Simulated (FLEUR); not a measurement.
The system is BaTiO3.

```
Ba Ti O
1.0
     3.99980    0.00000    0.00000
     0.00000    3.99980    0.00000
     0.00000    0.00000    4.01800
Ba Ti O
1 1 3
Direct
  0.00000 0.00000 0.00000
  0.50000 0.50000 0.49000
  0.00000 0.50000 0.51700
  0.50000 0.00000 0.51700
  0.50000 0.50000 0.01900
```

Base run:

| Quantity | Value |
| --- | --- |
| Program | FLEUR MaX-R8.1 (patched build s14) |
| Functional | PBE |
| Potentials or basis | all-electron |
| Basis | FLAPW |
| Kmax | 4.72 1/bohr |
| k mesh | 7 × 7 × 7 |
| Occupations | fermi-dirac, width 0.05 eV |
| Spin | no spin polarisation |

Its results: band gap on the k mesh 1.92 eV, indirect (least direct gap 2.08 eV).

**Question.** The run is repeated on the same cell with these changes: k mesh from 7 × 7 × 7 to 5 × 5 × 5; spin from no spin polarisation to spin-orbit coupling, no magnetisation. What comes out?

**Answer.** Band gap on the k mesh 1.98 eV, indirect (least direct gap 2.03 eV).

Several settings changed at once, so the effect can't be laid on one alone.

Caveats: the mesh misses the band edges, which the band path finds closer together; spin-orbit coupling is left out, which moves the levels of the heavy elements (some runs); spin-orbit coupling is added in second variation on a limited number of bands (some runs).
